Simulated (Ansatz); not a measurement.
# Mercury, dhcp under RPBE: ground state and equation of state

The plan for mercury in the dhcp structure: relax it, solve it on a dense k-mesh, then scale the cell to 7 volumes from 88 to 112 % of the relaxed one and try a fit of the equation of state. Spin polarisation is left out. The k-meshes are 11×11×3 for the relaxation; 9×9×3 for the dense run; 8×8×2 for the volumes.

Program: Ansatz 0.2.0. Level of theory: DFT RPBE, plane waves (420 eV) with PAW, scalar-relativistic; the PAW data stem from PBE, with regenerated cores. These are calculated values, not measurements.

## (1) The structure to begin with

Symmetry: P6_3/mmc, No. 194, hexagonal system. Conventional cell: a = 3.195 Å, b = 3.195 Å, c = 10.436 Å, α = 90.00°, β = 90.00°, γ = 120.00°. Hg (site symmetry -3m) is surrounded by 12 Hg at 3.20 Å. Hg (site symmetry -6m2) has 12 Hg at 3.20 Å as nearest neighbours.

Coordinates:

```cif
data_structure
_symmetry_space_group_name_H-M 'P6_3/mmc'
_symmetry_Int_Tables_number 194
_cell_length_a 3.1955
_cell_length_b 3.1955
_cell_length_c 10.4364
_cell_angle_alpha 90.000
_cell_angle_beta 90.000
_cell_angle_gamma 120.000
_cell_volume 92.29
loop_
_atom_site_label
_atom_site_type_symbol
_atom_site_symmetry_multiplicity
_atom_site_Wyckoff_symbol
_atom_site_fract_x
_atom_site_fract_y
_atom_site_fract_z
_atom_site_occupancy
Hg1 Hg 2 a 0.00000 0.00000 0.00000 1
Hg2 Hg 2 c 0.33333 0.66667 0.25000 1
```

## (2) Geometry optimisation

Contents of input.yaml:

```yaml
crystal:
  lattice:
    - [3.195482737, 0.0, 0.0]
    - [-1.5977413685, 2.7673692276, 0.0]
    - [0.0, 0.0, 10.436446619]
  atoms:
    - { symbol: Hg, position: [0.0, 0.0, 0.0] }
    - { symbol: Hg, position: [0.0, 0.0, 0.5] }
    - { symbol: Hg, position: [0.3333333333, 0.6666666667, 0.25] }
    - { symbol: Hg, position: [0.6666666667, 0.3333333333, 0.75] }
hamiltonian:
  xc: rpbe
  pseudopotentials:
    kind: paw
    azcp:
      Hg: "pseudopotentials/Hg.paw.azcp"
basis:
  ecutwfc: 420
  fft_grid_basis: typed
kpoints:
  mp_grid: { grid: [11, 11, 3], shift: [0, 0, 0] }
magnetization:
  spin_polarized: false
scf:
  occupations: { method: fermi_dirac, width: 0.1 }
relax:
  max_steps: 60
  f_tol: 0.01
  cell: {}
```

Started as:

```bash
$ ansatz run input.yaml --threads 2 --pin off --max-ram 5120MiB --backend cpu --events-out ev --progress --plain --runs-dir out
```

After this run come: Single point on a dense mesh; At 88 % of the relaxed volume; At 92 % of the relaxed volume; At 96 % of the relaxed volume; At 100 % of the relaxed volume; At 104 % of the relaxed volume; At 108 % of the relaxed volume; At 112 % of the relaxed volume.

What does the calculation give? Wanted: space group; conventional cell; volume; shortest distance; gap on the mesh; relative to alpha-Hg; V₀, B₀, B₀′.

As calculated:

```
                           quantity                                    value
     space group (spins left aside)                       P6_3/mmc (No. 194)
                  conventional cell  a = 5.276 Å, c = 17.172 Å (c/a = 3.255)
                             volume                          103.495 Å³/atom
                  shortest distance                                  5.264 Å
                    gap on the mesh                                  4.21 eV
relative to alpha-Hg (rhombohedral)                              -1 meV/atom
                        V₀, B₀, B₀′            106.637 Å³/atom, 0.3 GPa, 4.0
```

**Reading.** The relaxation enlarged the cell by 348.6 % in volume. It lies 1 meV/atom below the element's reference form at the same level (alpha-Hg (rhombohedral), from a run of its own), within what mesh and smearing can decide. It has a gap of 4.21 eV on the mesh. The mesh holds neither K nor H, where hexagonal and trigonal crystals often have their band edges, so the true gap at this level can be much smaller. The fitted modulus is 0.3 GPa, a soft solid; letting shape and positions relax at each volume could only lower it. The symmetry was held, so the structure may be unstable against distortions that break it.

The gaps are Kohn-Sham values of a semilocal functional, not quasiparticle or optical gaps. Such gaps usually fall short of the measured ones; spin-orbit coupling, left out here, narrows gaps with Hg, so the two errors partly cancel.
